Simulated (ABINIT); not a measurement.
# InP (F-43m) in ABINIT: a series of runs

One crystal, InP, is run at these levels: AM05, LDA-Teter, PBE; tasks: band structure.

Program: ABINIT 10.8.3 (patched build). These are calculated values, not measurements. Logs are shortened: lines on timing, memory, paths and dates and some standing lists are left out, and cuts for length are marked. The log counts tension as positive stress, the text compression.

**Experimental background.**

A printed reference work, data compilation reports, for a bulk crystal of InP at 1.6 K: band gap 1.4236 eV (direct).

How close the calculation comes is told below.

## (1) Starting point

Symmetry: F-43m, No. 216, cubic system. The conventional cell has a = 5.861 Å, b = 5.861 Å, c = 5.861 Å, α = 90.00°, β = 90.00°, γ = 90.00°. Around In (site symmetry -43m) lie 4 P at 2.54 Å. P (site symmetry -43m) is surrounded by 4 In at 2.54 Å.

## (2) Band structure, AM05

File run.abi:

```
# Datasets: ground state, then fixed potential
ndtset 2

# Pseudopotentials
pp_dirpath "./"
pseudos "In.GGA_PBE-JTH.xml, P.GGA_PBE-JTH.xml"

# Structure
acell 3*1.0
rprim
     0.0000000000     5.5378424082     5.5378424082
     5.5378424082     0.0000000000     5.5378424082
     5.5378424082     5.5378424082     0.0000000000
ntypat 2
znucl 49 15
natom 2
typat 1 2
xred
     0.0000000000     0.0000000000     0.0000000000
     0.7500000000     0.7500000000     0.7500000000

# Plane-wave basis
ecut 20.0
pawecutdg 40.0

# Exchange and correlation
ixc -120135

# Bands and occupations
occopt 3
tsmear 0.05 eV

# SCF cycle
nstep 100

# Output
iomode 3
prtwf 0
prteig 0
prtebands 0
enunit 2
prtden1 1

# Dataset 1
kptopt1 1
ngkpt1 8 8 8
nshiftk1 1
shiftk1 0.0 0.0 0.0
nband1 13
tolvrs1 1.0e-9

# Dataset 2: bands along G-X-W-K-G-L-U-W-L-K
iscf2 -2
getden2 1
nband2 17
nbdbuf2 2
tolwfr2 1.0e-12
kptopt2 -9
ndivsm2 5
prteig2 1
prtvol2 -3
kptbounds2
     0.0000000000     0.0000000000     0.0000000000
     0.5000000000     0.0000000000     0.5000000000
     0.5000000000     0.2500000000     0.7500000000
     0.3750000000     0.3750000000     0.7500000000
     0.0000000000     0.0000000000     0.0000000000
     0.5000000000     0.5000000000     0.5000000000
     0.6250000000     0.2500000000     0.6250000000
     0.5000000000     0.2500000000     0.7500000000
     0.5000000000     0.5000000000     0.5000000000
     0.3750000000     0.3750000000     0.7500000000
```

Potentials or basis: JTH PAW PBE v2.0.

Launch:

```bash
abinit run.abi > log 2>&1
```

run.abo:

```text
.Version 10.8.3 of ABINIT
 DATASET    1 : space group F-4 3 m (#216); Bravais cF (face-center cubic)
================================================================================
 Values of the parameters that define the memory need for DATASET  1.
     intxc =       0    ionmov =       0      iscf =      17    lmnmax =      18
     lnmax =       6     mgfft =      32  mpssoang =       3    mqgrid =    3001
     natom =       2  nloc_mem =       2    nspden =       1   nspinor =       1
    nsppol =       1      nsym =      24    n1xccc =       1    ntypat =       2
    occopt =       3   xclevel =       2
       mpw =        1475          nfft =       32768          nkpt =          29
 PAW method is used; the additional fine FFT grid is defined by:
   mgfftf=        48    nfftf =    110592
================================================================================
================================================================================

 DATASET    2 : space group F-4 3 m (#216); Bravais cF (face-center cubic)
================================================================================
 Values of the parameters that define the memory need for DATASET  2.
     intxc =       0    ionmov =       0      iscf =      -2    lmnmax =      18
     lnmax =       6     mgfft =      32  mpssoang =       3    mqgrid =    3001
     natom =       2  nloc_mem =       2    nspden =       1   nspinor =       1
    nsppol =       1      nsym =      24    n1xccc =       1    ntypat =       2
    occopt =       3   xclevel =       2
       mpw =        1475          nfft =       32768          nkpt =          87
 PAW method is used; the additional fine FFT grid is defined by:
   mgfftf=        48    nfftf =    110592
================================================================================
================================================================================

--------------------------------------------------------------------------------
------------- Echo of variables that govern the present computation ------------
--------------------------------------------------------------------------------
 -outvars: echo values of preprocessed input variables --------
            acell      1.0000000000E+00  1.0000000000E+00  1.0000000000E+00 Bohr
              amu      1.14820000E+02  3.09737620E+01
             ecut      2.00000000E+01 Hartree
           enunit           2
           getden1          0
           getden2          1
             iscf1         17
             iscf2         -2
              ixc     -120135
           jdtset        1    2
           kptopt1          1
           kptopt2         -9
         kptrlatt        8    0    0      0    8    0      0    0    8
          kptrlen1     6.26535347E+01
          kptrlen2     3.00000000E+01
            natom           2
            nband1         13
            nband2         17
           nbdbuf1          0
           nbdbuf2          2
           ndtset           2
           ndivsm1          0
           ndivsm2          5
            ngfft          32      32      32
          ngfftdg          48      48      48
             nkpt1         29
             nkpt2         87
            nstep         100
             nsym          24
           ntypat           2
           occopt           3
        pawecutdg      4.00000000E+01 Hartree
         pawxcdev           0
        prtebands           0
           prteig1          0
           prteig2          1
           prtvol1          0
           prtvol2         -3
            prtwf           0
            rprim      0.0000000000E+00  5.5378424082E+00  5.5378424082E+00
                       5.5378424082E+00  0.0000000000E+00  5.5378424082E+00
                       5.5378424082E+00  5.5378424082E+00  0.0000000000E+00
           shiftk1     0.00000000E+00  0.00000000E+00  0.00000000E+00
           shiftk2     5.00000000E-01  5.00000000E-01  5.00000000E-01
          spgroup         216
           tolvrs1     1.00000000E-09
[... 856 lines left out ...]
  4.3562E-01  4.7269E-01  5.2720E-01  6.4466E-01  6.8321E-01
 Non-SCF case, kpt   87 (  0.37500  0.37500  0.75000), residuals and eigenvalues=
  7.21E-13  5.67E-13  1.69E-13  3.42E-13  5.05E-13  1.74E-13  9.06E-13  3.07E-13
  1.98E-13  1.93E-13  3.01E-13  2.09E-13  4.30E-13  1.62E-13  9.21E-13  3.09E-07
  3.25E-05
 -3.5618E-01 -3.4767E-01 -3.4704E-01 -3.4580E-01 -3.4407E-01 -1.6458E-01
 -3.7562E-02  4.8235E-02  9.8510E-02  2.5658E-01  3.3106E-01  4.4528E-01
  4.4716E-01  4.7331E-01  5.3279E-01  6.4303E-01  6.7919E-01

--- !ResultsGS
iteration_state: {dtset: 2, }
comment   : Summary of ground state results
lattice_vectors:
- [  0.0000000,   5.5378424,   5.5378424, ]
- [  5.5378424,   0.0000000,   5.5378424, ]
- [  5.5378424,   5.5378424,   0.0000000, ]
lattice_lengths: [   7.83169,    7.83169,    7.83169, ]
lattice_angles: [ 60.000,  60.000,  60.000, ] # degrees, (23, 13, 12)
[... 26 lines left out ...]
       0.000000000000      0.000000000000      0.000000000000
       0.750000000000      0.750000000000      0.750000000000

 cartesian coordinates (angstrom) at end:
    1      0.00000000000000     0.00000000000000     0.00000000000000
    2      4.39574999700532     4.39574999700532     4.39574999700532
 length scales=  1.000000000000  1.000000000000  1.000000000000 bohr
              =  0.529177210544  0.529177210544  0.529177210544 angstroms
 Eigenvalues (hartree) for nkpt=  87  k points:
 kpt#   1, nband= 17, wtk=  1.00000, kpt=  0.0000  0.0000  0.0000 (reduced coord)
  -0.35038   -0.35038   -0.35038   -0.34483   -0.34483   -0.25286    0.17073    0.17073
   0.17073    0.19609    0.31878    0.31878    0.31878    0.48440    0.51646    0.51646
   0.58181
 kpt#   2, nband= 17, wtk=  1.00000, kpt=  0.0357  0.0000  0.0357 (reduced coord)
  -0.35049   -0.35034   -0.35034   -0.34484   -0.34482   -0.25213    0.15998    0.16883
   0.16883    0.20674    0.31637    0.32131    0.32131    0.48841    0.50772    0.51689
   0.58340
 kpt#   3, nband= 17, wtk=  1.00000, kpt=  0.0714  0.0000  0.0714 (reduced coord)
  -0.35080   -0.35019   -0.35019   -0.34490   -0.34477   -0.24996    0.14206    0.16356
   0.16356    0.22423    0.30983    0.32851    0.32851    0.48800    0.50057    0.51817
   0.58812
 kpt#   4, nband= 17, wtk=  1.00000, kpt=  0.1071  0.0000  0.1071 (reduced coord)
  -0.35129   -0.34997   -0.34997   -0.34498   -0.34469   -0.24638    0.12314    0.15586
   0.15586    0.24196    0.30071    0.33944    0.33944    0.46710    0.51774    0.52028
   0.59600
 kpt#   5, nband= 17, wtk=  1.00000, kpt=  0.1429  0.0000  0.1429 (reduced coord)
[... 316 lines left out ...]
  -0.35549   -0.34827   -0.34770   -0.34522   -0.34429   -0.17365   -0.03427    0.05897
   0.11125    0.26754    0.34675    0.40424    0.41794    0.49101    0.52864    0.60929
   0.64721
 kpt#  85, nband= 17, wtk=  1.00000, kpt=  0.4028  0.4028  0.6944 (reduced coord)
  -0.35573   -0.34806   -0.34742   -0.34544   -0.34424   -0.16972   -0.03451    0.05091
   0.10630    0.26387    0.34861    0.41976    0.42232    0.48068    0.52622    0.63202
   0.66275
 kpt#  86, nband= 17, wtk=  1.00000, kpt=  0.3889  0.3889  0.7222 (reduced coord)
  -0.35597   -0.34785   -0.34719   -0.34563   -0.34417   -0.16646   -0.03594    0.04741
   0.10198    0.25993    0.34209    0.43402    0.43562    0.47269    0.52720    0.64466
   0.68321
 kpt#  87, nband= 17, wtk=  1.00000, kpt=  0.3750  0.3750  0.7500 (reduced coord)
  -0.35618   -0.34767   -0.34704   -0.34580   -0.34407   -0.16458   -0.03756    0.04823
   0.09851    0.25658    0.33106    0.44528    0.44716    0.47331    0.53279    0.64303
   0.67919
 Eigenvalues (   eV  ) for nkpt=  87  k points:
 kpt#   1, nband= 17, wtk=  1.00000, kpt=  0.0000  0.0000  0.0000 (reduced coord)
  -9.53442   -9.53442   -9.53442   -9.38336   -9.38336   -6.88067    4.64571    4.64571
   4.64571    5.33590    8.67441    8.67441    8.67441   13.18127   14.05363   14.05363
  15.83174
 kpt#   2, nband= 17, wtk=  1.00000, kpt=  0.0357  0.0000  0.0357 (reduced coord)
  -9.53737   -9.53314   -9.53314   -9.38367   -9.38291   -6.86083    4.35326    4.59422
   4.59422    5.62555    8.60876    8.74330    8.74330   13.29044   13.81577   14.06527
  15.87524
 kpt#   3, nband= 17, wtk=  1.00000, kpt=  0.0714  0.0000  0.0714 (reduced coord)
  -9.54578   -9.52922   -9.52922   -9.38513   -9.38158   -6.80167    3.86552    4.45081
   4.45081    6.10148    8.43104    8.93930    8.93930   13.27905   13.62126   14.10007
  16.00352
 kpt#   4, nband= 17, wtk=  1.00000, kpt=  0.1071  0.0000  0.1071 (reduced coord)
  -9.55913   -9.52307   -9.52307   -9.38739   -9.37944   -6.70424    3.35070    4.24120
   4.24120    6.58414    8.18276    9.23656    9.23656   12.71053   14.08835   14.15748
  16.21786
 kpt#   5, nband= 17, wtk=  1.00000, kpt=  0.1429  0.0000  0.1429 (reduced coord)
[... 317 lines left out ...]
   3.02730    7.28000    9.43566   10.99992   11.37286   13.36093   14.38494   16.57961
  17.61152
 kpt#  85, nband= 17, wtk=  1.00000, kpt=  0.4028  0.4028  0.6944 (reduced coord)
  -9.67998   -9.47108   -9.45364   -9.39983   -9.36722   -4.61843   -0.93914    1.38531
   2.89250    7.18029    9.48603   11.42229   11.49188   13.07996   14.31914   17.19806
  18.03441
 kpt#  86, nband= 17, wtk=  1.00000, kpt=  0.3889  0.3889  0.7222 (reduced coord)
  -9.68640   -9.46544   -9.44755   -9.40510   -9.36521   -4.52970   -0.97785    1.28996
   2.77501    7.07300    9.30873   11.81032   11.85394   12.86250   14.34572   17.54207
  18.59118
 kpt#  87, nband= 17, wtk=  1.00000, kpt=  0.3750  0.3750  0.7500 (reduced coord)
  -9.69204   -9.46058   -9.44354   -9.40983   -9.36270   -4.47851   -1.02210    1.31253
   2.68058    6.98194    9.00864   12.11670   12.16786   12.87955   14.49803   17.49774
  18.48175

== END DATASET(S) ==============================================================
================================================================================

 -outvars: echo values of variables after computation  --------
            acell      1.0000000000E+00  1.0000000000E+00  1.0000000000E+00 Bohr
           etotal1    -6.4689927538E+01
            fcart1    -6.9895046175E-29  1.5194575255E-29  2.7350235460E-29
                       6.9895046175E-29 -1.5194575255E-29 -2.7350235460E-29
            rprim      0.0000000000E+00  5.5378424082E+00  5.5378424082E+00
                       5.5378424082E+00  0.0000000000E+00  5.5378424082E+00
                       5.5378424082E+00  5.5378424082E+00  0.0000000000E+00
           strten1    -1.8472647059E-05 -1.8472647059E-05 -1.8472647059E-05
                       0.0000000000E+00  0.0000000000E+00  0.0000000000E+00
           xangst      0.0000000000E+00  0.0000000000E+00  0.0000000000E+00
                       4.3957499970E+00  4.3957499970E+00  4.3957499970E+00
             xred      0.0000000000E+00  0.0000000000E+00  0.0000000000E+00
                       7.5000000000E-01  7.5000000000E-01  7.5000000000E-01
 Calculation completed.
```

Run time: 55 s. Hardware: 1 thread of Arm Neoverse V1, shared host; peak memory 0.13 GiB.

What came out:

```yaml
Free_energy: -1760.3026 eV
Band_gap_on_the_k_mesh: 0.69 eV, direct
Valence_electrons_inside_the_program's_atomic_spheres: In 11.26; P 1.58
```

Levels at the corners of the path, in eV from the valence-band top:
| point | band 6 | band 7 | band 8 | band 9 | band 10 | band 11 | band 12 | band 13 |
| --- | --- | --- | --- | --- | --- | --- | --- | --- |
| Γ | -11.53 | 0.00 | 0.00 | 0.00 | 0.69 | 4.03 | 4.03 | 4.03 |
| X | -9.11 | -5.81 | -2.35 | -2.35 | 1.75 | 2.23 | 9.21 | 9.54 |
| W | -9.03 | -5.66 | -2.98 | -2.94 | 4.29 | 4.34 | 5.53 | 6.19 |
| K | -9.12 | -5.67 | -3.33 | -1.97 | 2.34 | 4.36 | 7.47 | 7.52 |
| Γ | -11.53 | 0.00 | 0.00 | 0.00 | 0.69 | 4.03 | 4.03 | 4.03 |
| L | -9.78 | -5.78 | -0.99 | -0.99 | 1.46 | 4.77 | 4.77 | 7.11 |
| U | -9.12 | -5.67 | -3.33 | -1.97 | 2.34 | 4.36 | 7.47 | 7.52 |
| W | -9.03 | -5.66 | -2.98 | -2.94 | 4.29 | 4.34 | 5.53 | 6.19 |
| L | -9.78 | -5.78 | -0.99 | -0.99 | 1.46 | 4.77 | 4.77 | 7.11 |
| K | -9.12 | -5.67 | -3.33 | -1.97 | 2.34 | 4.36 | 7.47 | 7.52 |

Caveat: the cutoff is too short for stress, so the log's stress isn't used; the PAW data sets were made with another functional, which shifts forces and pressure a little; spin-orbit coupling is left out, which moves the levels of the heavy elements.

## (3) Band structure, LDA-Teter

run.abi, as its differences from that of step 2:

```diff
@@ -5,10 +5,10 @@
 pp_dirpath "./"
-pseudos "In.GGA_PBE-JTH.xml, P.GGA_PBE-JTH.xml"
+pseudos "In.LDA_PW-JTH_sp.xml, P.LDA_PW-JTH.xml"
 
 # Structure
-acell 3*1.0
+acell 4.1443528445 4.1443528445 4.1443528445 Angstrom
 rprim
-     0.0000000000     5.5378424082     5.5378424082
-     5.5378424082     0.0000000000     5.5378424082
-     5.5378424082     5.5378424082     0.0000000000
+     0.0000000000     0.7071067812     0.7071067812
+     0.7071067812     0.0000000000     0.7071067812
+     0.7071067812     0.7071067812     0.0000000000
 ntypat 2
@@ -22,3 +22,3 @@
 # Plane-wave basis
-ecut 20.0
+ecut 544.227725 eV
 pawecutdg 40.0
@@ -26,3 +26,3 @@
 # Exchange and correlation
-ixc -120135
+ixc 1
 
@@ -48,3 +48,3 @@
 shiftk1 0.0 0.0 0.0
-nband1 13
+nband1 8
 tolvrs1 1.0e-9
@@ -54,3 +54,3 @@
 getden2 1
-nband2 17
+nband2 12
 nbdbuf2 2
@@ -58,5 +58,4 @@
 kptopt2 -9
-ndivsm2 5
+ndivsm2 6
 prteig2 1
-prtvol2 -3
 kptbounds2
```

Potentials or basis: JTH PAW LDA v2.0 sp.

Launch:

```bash
abinit run.abi > log 2>&1
```

It took 32 s on 1 thread of Arm Neoverse V1, shared host; peak memory 0.11 GiB.

It converged, with:

```
Free energy                                           : -240.9143 eV
Pressure                                              : 1.2 GPa
Band gap on the k mesh                                : 0.57 eV, direct
Band gap along the path                               : 0.57 eV, direct
Valence electrons inside the program's atomic spheres : In 2.42; P 1.60
```

Levels at the corners of the path, in eV from the valence-band top:
```
point  band 1  band 2  band 3  band 4  band 5  band 6  band 7  band 8
    Γ  -11.54    0.00    0.00    0.00    0.57    4.01    4.01    4.01
    X   -9.36   -5.86   -2.35   -2.35    1.61    2.14    9.12    9.46
    W   -9.31   -5.68   -3.03   -2.96    4.23    4.35    5.48    6.08
    K   -9.39   -5.70   -3.38   -1.97    2.23    4.34    7.44    7.49
    Γ  -11.54    0.00    0.00    0.00    0.57    4.01    4.01    4.01
    L  -10.00   -5.81   -0.98   -0.98    1.37    4.73    4.73    6.99
    U   -9.39   -5.70   -3.38   -1.97    2.23    4.34    7.44    7.49
    W   -9.31   -5.68   -3.03   -2.96    4.23    4.35    5.48    6.08
    L  -10.00   -5.81   -0.98   -0.98    1.37    4.73    4.73    6.99
    K   -9.39   -5.70   -3.38   -1.97    2.23    4.34    7.44    7.49
```

Caveat: spin-orbit coupling is left out, which moves the levels of the heavy elements; this set keeps more shells in the core, which shifts pressures and gaps.

## (4) Band structure, PBE, spin-orbit coupling, no magnetisation

File run.abi:

```
# Datasets: ground state, then fixed potential
ndtset 2

# Pseudopotentials
pp_dirpath "./"
pseudos "In.GGA_PBE-JTH_sp.xml, P.GGA_PBE-JTH.xml"

# Structure
acell 3*1.0
rprim
     0.0000000000     5.5378424082     5.5378424082
     5.5378424082     0.0000000000     5.5378424082
     5.5378424082     5.5378424082     0.0000000000
ntypat 2
znucl 49 15
natom 2
typat 1 2
xcart
     0.0000000000     0.0000000000     0.0000000000
     8.3067636123     8.3067636123     8.3067636123

# Plane-wave basis
ecut 20.0
pawecutdg 40.0

# Exchange and correlation
ixc 11

# Bands and occupations
occopt 3
tsmear 0.05 eV

# Spin
nspinor 2
nspden 1
pawspnorb 1

# SCF cycle
nstep 100

# Output
iomode 3
prtwf 0
prteig 0
prtebands 0
prtden1 1
prtvha1 1
prtvclmb1 1
prtpot1 1

# Dataset 1
kptopt1 4
ngkpt1 8 8 8
nshiftk1 1
shiftk1 0.0 0.0 0.0
nband1 16
tolvrs1 1.0e-9

# Dataset 2: bands along G-X-W-K-G-L-U-W-L-K
iscf2 -2
getden2 1
nband2 24
nbdbuf2 2
tolwfr2 1.0e-12
kptopt2 -9
ndivsm2 8
prteig2 1
kptbounds2
     0.0000000000     0.0000000000     0.0000000000
     0.5000000000     0.0000000000     0.5000000000
     0.5000000000     0.2500000000     0.7500000000
     0.3750000000     0.3750000000     0.7500000000
     0.0000000000     0.0000000000     0.0000000000
     0.5000000000     0.5000000000     0.5000000000
     0.6250000000     0.2500000000     0.6250000000
     0.5000000000     0.2500000000     0.7500000000
     0.5000000000     0.5000000000     0.5000000000
     0.3750000000     0.3750000000     0.7500000000
```

Potentials or basis: JTH PAW PBE v2.0 sp.

Launch:

```bash
abinit run.abi > log 2>&1
```

Wall time 3.7 min (1 thread of Arm Neoverse V1, shared host); peak memory 0.25 GiB.

Results (log left out):

```yaml
Free_energy: -238.0808 eV
Band_gap_on_the_k_mesh: 0.77 eV, direct
Valence_electrons_inside_the_program's_atomic_spheres: In 2.39; P 1.59
```

Levels at the corners of the path, in eV from the valence-band top:
| point | band 5 | band 6 | band 7 | band 8 | band 9 | band 10 | band 11 | band 12 |
| --- | --- | --- | --- | --- | --- | --- | --- | --- |
| Γ | 0.00 | 0.00 | 0.00 | 0.00 | 0.77 | 0.77 | 3.80 | 3.80 |
| X | -2.39 | -2.39 | -2.30 | -2.30 | 1.75 | 1.75 | 2.26 | 2.26 |
| W | -3.07 | -3.01 | -2.94 | -2.87 | 4.31 | 4.31 | 4.41 | 4.44 |
| K | -3.39 | -3.31 | -1.97 | -1.96 | 2.35 | 2.36 | 4.41 | 4.44 |
| Γ | 0.00 | 0.00 | 0.00 | 0.00 | 0.77 | 0.77 | 3.80 | 3.80 |
| L | -1.06 | -1.06 | -0.94 | -0.94 | 1.53 | 1.53 | 4.72 | 4.72 |
| U | -3.39 | -3.31 | -1.97 | -1.96 | 2.35 | 2.36 | 4.41 | 4.44 |
| W | -3.07 | -3.01 | -2.94 | -2.87 | 4.31 | 4.31 | 4.41 | 4.44 |
| L | -1.06 | -1.06 | -0.94 | -0.94 | 1.53 | 1.53 | 4.72 | 4.72 |
| K | -3.39 | -3.31 | -1.97 | -1.96 | 2.35 | 2.36 | 4.41 | 4.44 |

Caveat: the cutoff is too short for stress, so the log's stress isn't used; this set keeps more shells in the core, which shifts pressures and gaps.

## (5) Summary

| level | potentials or basis | spin | gap on the mesh (eV) |
| --- | --- | --- | --- |
| AM05 | JTH PAW PBE v2.0 | off | 0.69 |
| LDA-Teter | JTH PAW LDA v2.0 sp | off | 0.57 |
| PBE | JTH PAW PBE v2.0 sp | SOC, no magnetisation | 0.77 |

Alike in all rows: task band structure; cell as given; k mesh 8 × 8 × 8; cutoff (eV) 544; smearing fermi-dirac 0.05 eV.

Caveats: spin-orbit coupling is left out, which moves the levels of the heavy elements (some runs); this set keeps more shells in the core, which shifts pressures and gaps (some runs); the PAW data sets were made with another functional, which shifts forces and pressure a little (some runs).

Total energies depend on the potentials used, so only differences within one code and one set of settings carry meaning.

## (6) Against experiment

Step 2. A measured gap of InP is 1.4236 eV (direct; 1.6 K; a printed reference work, data compilation); the calculated 0.69 eV misses it by -0.73 eV. Spin-orbit coupling on In is left out. The value is that of AM05, without temperature or zero-point motion. Semilocal functionals fall short of measured gaps as a rule.

Step 3. Measured gap of InP: 1.4236 eV (direct; 1.6 K; a printed reference work, data compilation). This calculation gives 0.57 eV (-0.85 eV). Spin-orbit coupling on In is left out. The value is that of LDA-Teter, without temperature or zero-point motion. Semilocal functionals fall short of measured gaps as a rule.

Step 4. Measured gap of InP: 1.4236 eV (direct; 1.6 K; a printed reference work, data compilation). This calculation gives 0.77 eV (-0.65 eV). The value is that of PBE, without temperature or zero-point motion. Semilocal functionals fall short of measured gaps as a rule.
